**Q:** These are the harmonic vibrations of hexagonal diamond at the zone centre, where every unit cell moves alike. Could I have estimated the frequencies with pencil and paper?

Quantum ESPRESSO 7.5, PBEsol with PseudoDojo 0.4.1 scalar-relativistic standard pseudopotentials: hexagonal diamond (4-atom cell), atoms relaxed in a fixed cell, 12×12×7 k mesh, 1116 eV wavefunction cutoff, fixed occupations for the phonons. Phonon q row 1 is the zone centre; negative frequencies denote imaginary ones, and the acoustic sum rule is not imposed.

```tsv
row	phonon q row (row)	phonon frequency (cm⁻¹)
1	1	-3.2
2	1	-3.1
3	1	-3.1
4	1	518.1
5	1	518.1
6	1	1113.1
7	1	1178.0
8	1	1178.0
9	1	1238.5
10	1	1286.1
11	1	1286.1
12	1	1308.3
```

**A:** Yes, if you take a few of them as known, because symmetry already tells you how the atoms move. The atoms lie in planes stacked along the hexagonal axis. Each atom has one upright bond to the plane on one side and three slanted bonds to the plane on the other. In each optical vibration all atoms move equally far, either along the axis or sideways. What distinguishes the patterns is which bonds have their ends moving against each other: the upright ones, the slanted ones, or both.

**Q:** And the first three rows?

**A:** There the whole crystal shifts, which costs no energy. The small negative values are a numerical residue, not an instability.

**Q:** Which pattern belongs to which of the other rows?

**A:** Sideways motion strains the upright bonds in rows 4–5, the slanted ones in rows 7–8 and both in rows 10–11. These rows come in pairs because there are two equivalent sideways directions. Motion along the axis gives rows 6, 9 and 12, in the same order. Row 4 is lowest because a sideways push tilts an upright bond without stretching it, so only bending resists.

**Q:** Row 10 strains both kinds of bond. Do I add rows 4 and 7?

**A:** Add the restoring forces, not the frequencies, on the trial assumption that the two kinds of bond resist independently. For equal masses and equal displacements, the force goes as the frequency squared. That gives $\sqrt{518^2+1178^2}\approx1287$ cm⁻¹, against 1286 in row 10, which was not used.

**Q:** Along the axis this fails. Rows 6 and 9 combine to 1665 cm⁻¹, but row 12 has 1308.

**A:** Then planes that are not direct neighbours must matter. Planes two apart move together in row 12, so a force between them stays idle. In rows 6 and 9 they move oppositely, and the same force stiffens both vibrations. Part of this coupling arises because upright and slanted bonds meet at one atom, and a simple bond model includes that part.

**Q:** What does the model look like?

**A:** Let $X$ measure the resistance to bond stretching. $Y$ measures the resistance to changes in the dot product of two bond vectors at one atom, which is mainly bending. $Z$ stands for any further force along the axis between planes two apart. With the frequency $\nu$ in thousands of cm⁻¹:

- row 4: $\nu^2=Y/2$
- row 7: $\nu^2=X+Y/2$
- rows 10 and 12: $\nu^2=X+Y$
- row 6: $\nu^2=3X/4+Y/8+Z$
- row 9: $\nu^2=X/4+13Y/8+Z$

**Q:** Where do the fractions come from?

**A:** From the tetrahedral geometry. Only a third of a movement along the axis goes into the length of a slanted bond, so its stretching energy is a ninth of an upright bond's. Three slanted bonds therefore count a third as much as one upright bond, which splits $X$ into $1/4$ and $3/4$. The fractions of $Y$ follow in the same way, by summing the squared changes of the dot products.

**Q:** Let me try row 9. Rows 4 and 7 give $Y=2\times0.518^2\approx0.54$ and $X=1.178^2-0.518^2\approx1.12$. Row 6 then leaves $Z\approx0.33$. So

$$\nu^2=\frac{1.12}{4}+\frac{13\times0.54}{8}+0.33\approx1.49,$$

which means about 1220 cm⁻¹.

**A:** The calculation gives 1238, so you are less than 2 % low. Row 9 did not set any constant. I did add $Z$ after seeing that $X$ and $Y$ alone put rows 6 and 9 some 13–14 % too low, so this is a check of consistency more than a blind prediction. That the forces behind $Z$ really act between planes two apart is my reading of the misses.

**Q:** How far can I trust the rule over the whole table?

**A:** Three constants were set by rows 4, 6 and 7, which leaves three distinct optical frequencies as tests. All three come out within 2 % of the calculated values, as the output below shows. Treat the constants as tools for estimating, not as measured stiffnesses of a bond.

**Q:** Where does it stop working?

**A:** It gives rows 10 and 12 the same frequency, although they differ by 22 cm⁻¹. Hexagonal symmetry allows that splitting, because the axis differs from the sideways directions. Its size may also depend on strain: only the atoms were relaxed, and the cell is still compressed along the axis and stretched across it. The rule also holds only at the zone centre, since elsewhere neighbouring cells move out of step and the simple patterns are lost.

**Q:** And for another element with this structure?

**A:** The fractions carry over as long as the bonds are close to tetrahedral. The constants do not, so you would need three known frequencies of that crystal to set them. The accuracy may not carry over either: forces between distant atoms can also affect the sideways vibrations, and the rule leaves those out. Test it on a fourth known frequency before you trust it.

Printed output of the fit:

```
Frequencies and estimates in cm^-1:
  row  computed  two_constants  miss_two  three_constants  miss_three  rounded_constants
    1      -3.2              0       3.2                0         3.2                  0
    2      -3.1              0       3.1                0         3.1                  0
    3      -3.1              0       3.1                0         3.1                  0
    4     518.1          518.1         0            518.1           0              519.6
    5     518.1          518.1         0            518.1           0              519.6
    6      1113          952.1      -161             1113           0               1112
    7      1178           1178         0             1178           0               1179
    8      1178           1178         0             1178           0               1179
    9      1238           1073    -165.1             1218      -20.04               1220
   10      1286           1287       0.8             1287         0.8               1288
   11      1286           1287       0.8             1287         0.8               1288
   12      1308           1287     -21.4             1287       -21.4               1288
X from rows 4 and 7 (10^6 cm^-2): 1.119
Y from row 4 (10^6 cm^-2): 0.5369
Z from row 6 (10^6 cm^-2): 0.3324
Row 10 worked, X + Y (10^6 cm^-2): 1.656
Row 9 worked, X/4 (10^6 cm^-2): 0.2798
Row 9 worked, 13Y/8 (10^6 cm^-2): 0.8724
Row 9 worked, total with Z (10^6 cm^-2): 1.485
Miss of two constants, row 6 (percent): -14.46
Miss of two constants, row 9 (percent): -13.33
Miss of three constants, row 9 (percent): -1.618
Miss of two or three constants, row 10 (percent): 0.0622
Miss of two or three constants, row 12 (percent): -1.636
Root of summed squares of rows 6 and 9, to set against row 12 (cm^-1): 1665
Y that rows 6, 9 and 12 would demand without Z (10^6 cm^-2): 1.415
Largest miss with pure angle bending, optical rows (percent): 26.99
Largest miss with rounded constants 1.12, 0.54, 0.33, optical rows (percent): 1.524
Row 12 less row 10, splitting outside the model (cm^-1): 22.2
```
